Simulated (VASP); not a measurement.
InP (hsedb): single point with HSE06

**What was measured.**

A printed reference work, data compilation reports, for a bulk crystal of InP at 1.6 K: band gap 1.4236 eV (direct).

Crystal: InP (hsedb).

```xyz
2
Lattice="0.0000 2.9305 2.9305 2.9305 0.0000 2.9305 2.9305 2.9305 0.0000" Properties=species:S:1:pos:R:3 pbc="T T T"
In    0.0000    0.0000    0.0000
P     1.4652    1.4652    1.4652
```

```json
{
 "Program": "VASP 6.6.1",
 "Task": "single point",
 "Functional": "HSE06",
 "Potentials or basis": "VASP PAW PBE potentials, release 64 (In_d, P)",
 "Cutoff": "520 eV",
 "k mesh": "6 × 6 × 6",
 "Occupations": "gaussian, width 0.01 eV",
 "Spin": "no spin polarisation",
 "Dipole correction": "no",
 "Grid for exact exchange (PRECFOCK)": "Normal",
 "Further INCAR settings": "ALGO = Normal; EDIFF = 1e-06; NBANDS = 16",
 "Screening parameter": "0.2079 1/Å"
}
```

| Quantity | Value |
| --- | --- |
| Pressure | 1.3 GPa |
| Band gap on the k mesh | 1.50 eV, direct |

Levels at points of the mesh, in eV from the valence-band top:
| k point | band 7 | band 8 | band 9 | band 10 | band 11 | band 12 |
| --- | --- | --- | --- | --- | --- | --- |
| (0.00, 0.00, 0.00) | 0.00 | 0.00 | 0.00 | 1.50 | 4.92 | 4.92 |
| (0.50, 0.00, 0.00) | -6.25 | -1.06 | -1.06 | 2.26 | 5.65 | 5.65 |
| (0.50, 0.50, 0.00) | -6.24 | -2.54 | -2.54 | 2.36 | 2.99 | 10.42 |

It took 17 min on 1 thread of Intel(R) Xeon(R) 6975P-C (Granite Rapids), on a shared host, peak memory 0.3 GiB.

A measured gap of InP is 1.4236 eV (direct; 1.6 K; a printed reference work, data compilation); the calculated 1.50 eV misses it by +0.08 eV. Spin-orbit coupling on In is left out. The value is that of HSE06, without temperature or zero-point motion.

Caveat: the PAW data sets were made with another functional, which shifts forces and pressure a little; spin-orbit coupling is left out, which moves the levels of the heavy elements.
